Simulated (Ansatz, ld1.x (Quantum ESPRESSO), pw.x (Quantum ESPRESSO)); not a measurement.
From atom to crystal: TM potential for Te (Z = 52)

Te, norm-conserving Troullier–Martins (Kleinman–Bylander form), made with ld1.x (Quantum ESPRESSO) 7.5 (PBE, scalar-relativistic). Core [Kr] 4d10, reference 5s2 5p4. Waves: 5p (bound): rc 1.75 bohr; 5s (bound): rc 1.85 bohr. Local part: the s channel. Core correction: Bessel-smoothed model core inside 1.55 bohr.

Crystal test: bcc Te in pw.x 7.5, no spin, 12³ k-points, Fermi–Dirac smearing 0.01 Ry, cutoffs 85/340 Ry. The reference is all-electron LAPW (Ansatz 0.2.0) with the same functional, mesh and smearing; V0 and B0 come from Birch–Murnaghan fits to the pressures at five volumes. Errors are pseudo minus all-electron; Δ is the rms difference of the E(V) curves that follow from these fits, minima aligned, over ±6 % about the mean V0. Mesh and smearing are coarse, so the numbers serve the comparison and aren't converged zero-temperature values; the lattice is a test structure that the element need not adopt.

```
V (Å³/atom)  P all-electron (GPa)  P pseudo (GPa)
     26.952                  3.29           -7.81
     27.662                  1.60           -8.51
     28.371                  0.14           -9.07
     29.080                 -1.11           -9.53
     29.790                 -2.19           -9.89
```

All-electron: a0 = 3.846 Å (V0 = 28.45 Å³/atom), B0 = 53.4 GPa.

Pseudopotential: mean pressure error (GPa): -9.31. The pressure does not cross zero within the volumes sampled, so no fit is given. This is a poor potential for the solid.

Task: At the middle volume, how do free energy and pressure move when the wave cutoff is lowered (ecutrho kept at four times it)?

Result:

| cutoff (Ry) | shift of F (meV/atom) | shift of P (GPa) |
| --- | --- | --- |
| 38 | +54.5 | -0.51 |
| 51 | +38.3 | -0.45 |
| 68 | +2.1 | -0.08 |

The run at the middle volume (72 k-points, 7 iterations) took about 19 s on one core of a shared host (Neoverse-V2, 96 threads, 742 GiB, load 46).
